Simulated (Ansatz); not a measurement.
Molecular dynamics of Be

Input:

```yaml
crystal:
  lattice:
    - [6.982643, 0.0, 0.0]
    - [-3.491321, 6.047146, 0.0]
    - [0.0, 0.0, 7.294534]
  atoms:
    - { symbol: Be, position: [0.01568499, 0.05079096, -0.04228108] }
    - { symbol: Be, position: [0.09473737, 0.26898698, 0.23790101] }
    - { symbol: Be, position: [0.0849613, -0.01190606, 0.50120767] }
    - { symbol: Be, position: [0.09958732, 0.23407205, 0.70713301] }
    - { symbol: Be, position: [-0.03639668, 0.29400125, -0.03006211] }
    - { symbol: Be, position: [0.1449456, 0.5640501, 0.25906028] }
    - { symbol: Be, position: [-0.01570345, 0.2881856, 0.49827076] }
    - { symbol: Be, position: [0.123319, 0.55167094, 0.75227124] }
    - { symbol: Be, position: [0.01178938, 0.6420542, 0.00078365] }
    - { symbol: Be, position: [0.12144363, 0.86029821, 0.2339572] }
    - { symbol: Be, position: [-0.01012113, 0.60687679, 0.47483562] }
    - { symbol: Be, position: [0.09081389, 0.90539165, 0.75827947] }
    - { symbol: Be, position: [0.33152176, 0.02175824, 0.0163534] }
    - { symbol: Be, position: [0.4075774, 0.21314581, 0.27521829] }
    - { symbol: Be, position: [0.34154634, -0.01470905, 0.49989356] }
    - { symbol: Be, position: [0.37992238, 0.19007349, 0.74136658] }
    - { symbol: Be, position: [0.38073235, 0.34011001, -0.01148326] }
    - { symbol: Be, position: [0.45326545, 0.56701785, 0.28277992] }
    - { symbol: Be, position: [0.38539334, 0.38878737, 0.52731533] }
    - { symbol: Be, position: [0.47927102, 0.61963348, 0.71685949] }
    - { symbol: Be, position: [0.32572569, 0.66507504, 0.01873239] }
    - { symbol: Be, position: [0.49124542, 0.94349775, 0.28349164] }
    - { symbol: Be, position: [0.27605744, 0.63672096, 0.52757858] }
    - { symbol: Be, position: [0.44379531, 0.88001495, 0.74256814] }
    - { symbol: Be, position: [0.63578791, -0.02466472, -0.01577866] }
    - { symbol: Be, position: [0.7828162, 0.24682433, 0.25895374] }
    - { symbol: Be, position: [0.63810762, 0.0107608, 0.56224788] }
    - { symbol: Be, position: [0.76731649, 0.2262376, 0.76399993] }
    - { symbol: Be, position: [0.65979119, 0.32215327, -0.02899018] }
    - { symbol: Be, position: [0.78086535, 0.54246452, 0.28079508] }
    - { symbol: Be, position: [0.63684462, 0.26253552, 0.50494394] }
    - { symbol: Be, position: [0.78228702, 0.62864714, 0.79501966] }
    - { symbol: Be, position: [0.66904499, 0.70806079, -0.00358499] }
    - { symbol: Be, position: [0.77142514, 0.90479456, 0.24018177] }
    - { symbol: Be, position: [0.72481305, 0.76961915, 0.51065965] }
    - { symbol: Be, position: [0.80961049, 0.93444827, 0.75894129] }
basis:
  ecutwfc: 420.0
kpoints:
  mp_grid: { grid: [2, 2, 2] }
hamiltonian:
  xc: pbe
  dispersion: d3bj
scf:
  occupations: { method: fermi_dirac, width: 0.24 }
  lower_state_search: "off"
md:
  timestep: 1
  n_steps: 89
  ensemble: nvt_langevin
  temperature: 2240.0
  initial_velocities: maxwell_boltzmann
  seed: 522188
  friction: 0.02
  temperature_schedule:
    - { n_steps: 67, end_temperature: 300.0 }
    - { n_steps: 22, end_temperature: 300.0 }
```

Launched with:

```bash
$ ansatz run input.yaml --threads 1 --pin off --max-ram 3072MiB --backend cpu --events-out ev --progress --plain --runs-dir out
```

It goes on from the last frame of an earlier run, with new velocities.

Output, in part (step lines):

```
md step     0: t =     0.00 fs  T =  2177.8 K (target 2240.0 K)  F+E_penalty+E_count = -3338.49340668 eV  E_kin = 10.133984 eV  (6 SCF iters)
md step     1: t =     1.00 fs  T =  2252.2 K (target 2225.5 K)  F+E_penalty+E_count = -3338.68341191 eV  E_kin = 10.480099 eV  (6 SCF iters)
md step     2: t =     2.00 fs  T =  2152.6 K (target 2196.6 K)  F+E_penalty+E_count = -3338.91578527 eV  E_kin = 10.016665 eV  (6 SCF iters)
md step     3: t =     3.00 fs  T =  2069.5 K (target 2167.6 K)  F+E_penalty+E_count = -3339.13315940 eV  E_kin = 9.630117 eV  (6 SCF iters)
md step     4: t =     4.00 fs  T =  1981.7 K (target 2138.7 K)  F+E_penalty+E_count = -3339.32994714 eV  E_kin = 9.221588 eV  (6 SCF iters)
md step     5: t =     5.00 fs  T =  1958.9 K (target 2109.7 K)  F+E_penalty+E_count = -3339.47935778 eV  E_kin = 9.115318 eV  (5 SCF iters)
md step     6: t =     6.00 fs  T =  1960.6 K (target 2080.7 K)  F+E_penalty+E_count = -3339.57433916 eV  E_kin = 9.123316 eV  (5 SCF iters)
md step     7: t =     7.00 fs  T =  1896.6 K (target 2051.8 K)  F+E_penalty+E_count = -3339.60765329 eV  E_kin = 8.825651 eV  (5 SCF iters)
md step     8: t =     8.00 fs  T =  1947.9 K (target 2022.8 K)  F+E_penalty+E_count = -3339.59365310 eV  E_kin = 9.064276 eV  (5 SCF iters)
md step     9: t =     9.00 fs  T =  2136.7 K (target 1993.9 K)  F+E_penalty+E_count = -3339.55782946 eV  E_kin = 9.942954 eV  (5 SCF iters)
md step    10: t =    10.00 fs  T =  2091.9 K (target 1964.9 K)  F+E_penalty+E_count = -3339.49814460 eV  E_kin = 9.734541 eV  (6 SCF iters)
md step    11: t =    11.00 fs  T =  2251.2 K (target 1936.0 K)  F+E_penalty+E_count = -3339.44054660 eV  E_kin = 10.475595 eV  (5 SCF iters)
md step    12: t =    12.00 fs  T =  2372.3 K (target 1907.0 K)  F+E_penalty+E_count = -3339.37533802 eV  E_kin = 11.039147 eV  (5 SCF iters)
md step    13: t =    13.00 fs  T =  2284.6 K (target 1878.1 K)  F+E_penalty+E_count = -3339.31840310 eV  E_kin = 10.631178 eV  (5 SCF iters)
md step    14: t =    14.00 fs  T =  2245.9 K (target 1849.1 K)  F+E_penalty+E_count = -3339.28110354 eV  E_kin = 10.451089 eV  (5 SCF iters)
md step    15: t =    15.00 fs  T =  2274.9 K (target 1820.1 K)  F+E_penalty+E_count = -3339.28553580 eV  E_kin = 10.585778 eV  (5 SCF iters)
md step    16: t =    16.00 fs  T =  2272.3 K (target 1791.2 K)  F+E_penalty+E_count = -3339.39662768 eV  E_kin = 10.573906 eV  (5 SCF iters)
md step    17: t =    17.00 fs  T =  2280.8 K (target 1762.2 K)  F+E_penalty+E_count = -3339.59292608 eV  E_kin = 10.613198 eV  (5 SCF iters)
md step    18: t =    18.00 fs  T =  2209.4 K (target 1733.3 K)  F+E_penalty+E_count = -3339.82969607 eV  E_kin = 10.281095 eV  (5 SCF iters)
md step    19: t =    19.00 fs  T =  2195.2 K (target 1704.3 K)  F+E_penalty+E_count = -3340.11189924 eV  E_kin = 10.214958 eV  (5 SCF iters)
md step    20: t =    20.00 fs  T =  2297.0 K (target 1675.4 K)  F+E_penalty+E_count = -3340.43860528 eV  E_kin = 10.688605 eV  (6 SCF iters)
md step    21: t =    21.00 fs  T =  2534.6 K (target 1646.4 K)  F+E_penalty+E_count = -3340.76650236 eV  E_kin = 11.794521 eV  (5 SCF iters)
md step    22: t =    22.00 fs  T =  2637.5 K (target 1617.5 K)  F+E_penalty+E_count = -3341.05809898 eV  E_kin = 12.273167 eV  (5 SCF iters)
md step    23: t =    23.00 fs  T =  2632.3 K (target 1588.5 K)  F+E_penalty+E_count = -3341.29228706 eV  E_kin = 12.249055 eV  (5 SCF iters)
md step    24: t =    24.00 fs  T =  2621.0 K (target 1559.6 K)  F+E_penalty+E_count = -3341.46550090 eV  E_kin = 12.196486 eV  (5 SCF iters)
md step    25: t =    25.00 fs  T =  2602.0 K (target 1530.6 K)  F+E_penalty+E_count = -3341.56358156 eV  E_kin = 12.107989 eV  (5 SCF iters)
md step    26: t =    26.00 fs  T =  2597.7 K (target 1501.6 K)  F+E_penalty+E_count = -3341.56839349 eV  E_kin = 12.088061 eV  (5 SCF iters)
md step    27: t =    27.00 fs  T =  2522.7 K (target 1472.7 K)  F+E_penalty+E_count = -3341.48591925 eV  E_kin = 11.739016 eV  (5 SCF iters)
md step    28: t =    28.00 fs  T =  2525.2 K (target 1443.7 K)  F+E_penalty+E_count = -3341.29796369 eV  E_kin = 11.750482 eV  (5 SCF iters)
md step    29: t =    29.00 fs  T =  2461.9 K (target 1414.8 K)  F+E_penalty+E_count = -3340.99700521 eV  E_kin = 11.456244 eV  (5 SCF iters)
md step    30: t =    30.00 fs  T =  2342.7 K (target 1385.8 K)  F+E_penalty+E_count = -3340.64160485 eV  E_kin = 10.901511 eV  (6 SCF iters)
md step    31: t =    31.00 fs  T =  2203.7 K (target 1356.9 K)  F+E_penalty+E_count = -3340.28286895 eV  E_kin = 10.254793 eV  (5 SCF iters)
md step    32: t =    32.00 fs  T =  2130.8 K (target 1327.9 K)  F+E_penalty+E_count = -3339.90795447 eV  E_kin = 9.915214 eV  (5 SCF iters)
md step    33: t =    33.00 fs  T =  2024.2 K (target 1299.0 K)  F+E_penalty+E_count = -3339.51002112 eV  E_kin = 9.419228 eV  (5 SCF iters)
md step    34: t =    34.00 fs  T =  1839.8 K (target 1270.0 K)  F+E_penalty+E_count = -3339.11156421 eV  E_kin = 8.561042 eV  (5 SCF iters)
md step    35: t =    35.00 fs  T =  1818.4 K (target 1241.0 K)  F+E_penalty+E_count = -3338.75017141 eV  E_kin = 8.461567 eV  (5 SCF iters)
md step    36: t =    36.00 fs  T =  1772.5 K (target 1212.1 K)  F+E_penalty+E_count = -3338.46684881 eV  E_kin = 8.248298 eV  (5 SCF iters)
md step    37: t =    37.00 fs  T =  1803.7 K (target 1183.1 K)  F+E_penalty+E_count = -3338.29714926 eV  E_kin = 8.393447 eV  (5 SCF iters)
md step    38: t =    38.00 fs  T =  1767.1 K (target 1154.2 K)  F+E_penalty+E_count = -3338.24721716 eV  E_kin = 8.222853 eV  (5 SCF iters)
md step    39: t =    39.00 fs  T =  1928.0 K (target 1125.2 K)  F+E_penalty+E_count = -3338.32252308 eV  E_kin = 8.971551 eV  (5 SCF iters)
md step    40: t =    40.00 fs  T =  2041.4 K (target 1096.3 K)  F+E_penalty+E_count = -3338.49204518 eV  E_kin = 9.499589 eV  (6 SCF iters)
md step    41: t =    41.00 fs  T =  2093.2 K (target 1067.3 K)  F+E_penalty+E_count = -3338.68105375 eV  E_kin = 9.740320 eV  (5 SCF iters)
md step    42: t =    42.00 fs  T =  2001.6 K (target 1038.4 K)  F+E_penalty+E_count = -3338.85715429 eV  E_kin = 9.314098 eV  (5 SCF iters)
md step    43: t =    43.00 fs  T =  2001.8 K (target 1009.4 K)  F+E_penalty+E_count = -3339.04454011 eV  E_kin = 9.315130 eV  (5 SCF iters)
md step    44: t =    44.00 fs  T =  2167.3 K (target 980.4 K)  F+E_penalty+E_count = -3339.23145293 eV  E_kin = 10.085179 eV  (5 SCF iters)
md step    45: t =    45.00 fs  T =  2110.0 K (target 951.5 K)  F+E_penalty+E_count = -3339.36957045 eV  E_kin = 9.818715 eV  (5 SCF iters)
md step    46: t =    46.00 fs  T =  2260.5 K (target 922.5 K)  F+E_penalty+E_count = -3339.45291643 eV  E_kin = 10.518907 eV  (5 SCF iters)
md step    47: t =    47.00 fs  T =  2225.4 K (target 893.6 K)  F+E_penalty+E_count = -3339.48693233 eV  E_kin = 10.355764 eV  (5 SCF iters)
md step    48: t =    48.00 fs  T =  2181.7 K (target 864.6 K)  F+E_penalty+E_count = -3339.47043424 eV  E_kin = 10.152412 eV  (5 SCF iters)
md step    49: t =    49.00 fs  T =  2123.6 K (target 835.7 K)  F+E_penalty+E_count = -3339.40379755 eV  E_kin = 9.882039 eV  (5 SCF iters)
md step    50: t =    50.00 fs  T =  2074.7 K (target 806.7 K)  F+E_penalty+E_count = -3339.29238385 eV  E_kin = 9.654192 eV  (6 SCF iters)
md step    51: t =    51.00 fs  T =  2005.5 K (target 777.8 K)  F+E_penalty+E_count = -3339.14039899 eV  E_kin = 9.332389 eV  (5 SCF iters)
md step    52: t =    52.00 fs  T =  1882.4 K (target 748.8 K)  F+E_penalty+E_count = -3338.95632891 eV  E_kin = 8.759469 eV  (5 SCF iters)
md step    53: t =    53.00 fs  T =  1780.6 K (target 719.9 K)  F+E_penalty+E_count = -3338.78463106 eV  E_kin = 8.285714 eV  (5 SCF iters)
md step    54: t =    54.00 fs  T =  1649.7 K (target 690.9 K)  F+E_penalty+E_count = -3338.66163953 eV  E_kin = 7.676740 eV  (5 SCF iters)
md step    55: t =    55.00 fs  T =  1605.9 K (target 661.9 K)  F+E_penalty+E_count = -3338.55634479 eV  E_kin = 7.472873 eV  (5 SCF iters)
md step    56: t =    56.00 fs  T =  1562.1 K (target 633.0 K)  F+E_penalty+E_count = -3338.47926227 eV  E_kin = 7.268887 eV  (5 SCF iters)
md step    57: t =    57.00 fs  T =  1550.9 K (target 604.0 K)  F+E_penalty+E_count = -3338.45283333 eV  E_kin = 7.216894 eV  (5 SCF iters)
md step    58: t =    58.00 fs  T =  1506.5 K (target 575.1 K)  F+E_penalty+E_count = -3338.46358083 eV  E_kin = 7.010091 eV  (5 SCF iters)
md step    59: t =    59.00 fs  T =  1440.6 K (target 546.1 K)  F+E_penalty+E_count = -3338.51234930 eV  E_kin = 6.703819 eV  (5 SCF iters)
md step    60: t =    60.00 fs  T =  1448.0 K (target 517.2 K)  F+E_penalty+E_count = -3338.61105952 eV  E_kin = 6.738141 eV  (6 SCF iters)
md step    61: t =    61.00 fs  T =  1406.9 K (target 488.2 K)  F+E_penalty+E_count = -3338.75130286 eV  E_kin = 6.546672 eV  (5 SCF iters)
md step    62: t =    62.00 fs  T =  1411.6 K (target 459.3 K)  F+E_penalty+E_count = -3338.91426078 eV  E_kin = 6.568617 eV  (5 SCF iters)
md step    63: t =    63.00 fs  T =  1397.2 K (target 430.3 K)  F+E_penalty+E_count = -3339.09902924 eV  E_kin = 6.501603 eV  (5 SCF iters)
md step    64: t =    64.00 fs  T =  1410.5 K (target 401.3 K)  F+E_penalty+E_count = -3339.29784748 eV  E_kin = 6.563682 eV  (5 SCF iters)
md step    65: t =    65.00 fs  T =  1443.9 K (target 372.4 K)  F+E_penalty+E_count = -3339.51980498 eV  E_kin = 6.718964 eV  (5 SCF iters)
md step    66: t =    66.00 fs  T =  1450.3 K (target 343.4 K)  F+E_penalty+E_count = -3339.77267093 eV  E_kin = 6.748599 eV  (5 SCF iters)
md step    67: t =    67.00 fs  T =  1423.6 K (target 314.5 K)  F+E_penalty+E_count = -3340.04541885 eV  E_kin = 6.624734 eV  (5 SCF iters)
md step    68: t =    68.00 fs  T =  1418.5 K (target 300.0 K)  F+E_penalty+E_count = -3340.32524732 eV  E_kin = 6.600991 eV  (5 SCF iters)
md step    69: t =    69.00 fs  T =  1426.7 K (target 300.0 K)  F+E_penalty+E_count = -3340.60887815 eV  E_kin = 6.638837 eV  (5 SCF iters)
md step    70: t =    70.00 fs  T =  1444.9 K (target 300.0 K)  F+E_penalty+E_count = -3340.89324567 eV  E_kin = 6.723667 eV  (6 SCF iters)
md step    71: t =    71.00 fs  T =  1479.2 K (target 300.0 K)  F+E_penalty+E_count = -3341.16633237 eV  E_kin = 6.883249 eV  (5 SCF iters)
md step    72: t =    72.00 fs  T =  1500.5 K (target 300.0 K)  F+E_penalty+E_count = -3341.42294623 eV  E_kin = 6.982595 eV  (5 SCF iters)
md step    73: t =    73.00 fs  T =  1533.4 K (target 300.0 K)  F+E_penalty+E_count = -3341.66238104 eV  E_kin = 7.135276 eV  (5 SCF iters)
md step    74: t =    74.00 fs  T =  1550.8 K (target 300.0 K)  F+E_penalty+E_count = -3341.88683560 eV  E_kin = 7.216278 eV  (5 SCF iters)
md step    75: t =    75.00 fs  T =  1533.9 K (target 300.0 K)  F+E_penalty+E_count = -3342.08595987 eV  E_kin = 7.137887 eV  (5 SCF iters)
md step    76: t =    76.00 fs  T =  1516.7 K (target 300.0 K)  F+E_penalty+E_count = -3342.26022635 eV  E_kin = 7.057751 eV  (5 SCF iters)
md step    77: t =    77.00 fs  T =  1499.8 K (target 300.0 K)  F+E_penalty+E_count = -3342.41916844 eV  E_kin = 6.979013 eV  (5 SCF iters)
md step    78: t =    78.00 fs  T =  1528.5 K (target 300.0 K)  F+E_penalty+E_count = -3342.56536154 eV  E_kin = 7.112697 eV  (5 SCF iters)
md step    79: t =    79.00 fs  T =  1527.0 K (target 300.0 K)  F+E_penalty+E_count = -3342.70044658 eV  E_kin = 7.105576 eV  (5 SCF iters)
md step    80: t =    80.00 fs  T =  1484.6 K (target 300.0 K)  F+E_penalty+E_count = -3342.80721725 eV  E_kin = 6.908393 eV  (6 SCF iters)
md step    81: t =    81.00 fs  T =  1432.9 K (target 300.0 K)  F+E_penalty+E_count = -3342.88141904 eV  E_kin = 6.667653 eV  (5 SCF iters)
md step    82: t =    82.00 fs  T =  1411.9 K (target 300.0 K)  F+E_penalty+E_count = -3342.93458264 eV  E_kin = 6.570054 eV  (5 SCF iters)
md step    83: t =    83.00 fs  T =  1387.0 K (target 300.0 K)  F+E_penalty+E_count = -3342.98566890 eV  E_kin = 6.454421 eV  (5 SCF iters)
md step    84: t =    84.00 fs  T =  1340.4 K (target 300.0 K)  F+E_penalty+E_count = -3343.04579164 eV  E_kin = 6.237390 eV  (5 SCF iters)
md step    85: t =    85.00 fs  T =  1335.2 K (target 300.0 K)  F+E_penalty+E_count = -3343.11461446 eV  E_kin = 6.212960 eV  (5 SCF iters)
md step    86: t =    86.00 fs  T =  1264.3 K (target 300.0 K)  F+E_penalty+E_count = -3343.19333245 eV  E_kin = 5.883247 eV  (5 SCF iters)
md step    87: t =    87.00 fs  T =  1250.9 K (target 300.0 K)  F+E_penalty+E_count = -3343.28115992 eV  E_kin = 5.820929 eV  (5 SCF iters)
md step    88: t =    88.00 fs  T =  1255.5 K (target 300.0 K)  F+E_penalty+E_count = -3343.38545656 eV  E_kin = 5.842513 eV  (5 SCF iters)
md step    89: t =    89.00 fs  T =  1228.1 K (target 300.0 K)  F+E_penalty+E_count = -3343.49943651 eV  E_kin = 5.714640 eV  (6 SCF iters)
```

All steps were run. The schedule's set-point averaged 463 K over the second half and the system 1571 K, so it lags behind the ramp. A run of 0.089 ps of so small a system gives no equilibrium averages. Limits of this set-up: coarse k mesh.

Mean squared displacements from the first frame to the last, about the centre of mass: Be 0.22 Å².

Last frame:

```xyz
36
Lattice="6.9826 0.0000 0.0000 -3.4913 6.0471 0.0000 0.0000 0.0000 7.2945" Properties=species:S:1:pos:R:3
Be 0.072 0.291 0.351
Be -0.318 1.215 2.291
Be 0.101 -0.238 3.746
Be -0.211 1.399 5.482
Be -1.190 2.146 0.062
Be -1.030 3.177 2.152
Be -1.150 2.202 4.032
Be -1.195 3.623 5.825
Be -2.366 4.218 0.254
Be -2.457 5.742 2.209
Be -2.216 4.244 4.026
Be -2.324 5.895 5.922
Be 2.454 -0.007 0.281
Be 2.199 1.705 2.146
Be 2.056 0.339 3.963
Be 2.446 1.683 5.527
Be 0.851 2.099 0.077
Be 1.087 3.646 1.993
Be 0.961 2.252 3.873
Be 1.127 3.415 5.586
Be -0.111 4.119 0.226
Be -0.069 5.363 2.062
Be -0.241 4.268 3.875
Be -0.306 5.481 5.644
Be 4.825 -0.173 0.316
Be 4.607 1.276 1.800
Be 4.771 -0.184 4.076
Be 4.576 1.352 5.535
Be 3.580 1.964 0.008
Be 3.544 3.609 2.127
Be 3.447 2.317 3.719
Be 3.706 3.397 5.483
Be 2.354 3.711 0.033
Be 2.242 5.478 2.167
Be 2.213 3.968 3.997
Be 2.351 5.457 5.761
```

Time of the run: 13 min on 1 thread of Arm Neoverse V1 (shared host), peak memory 0.64 GiB.
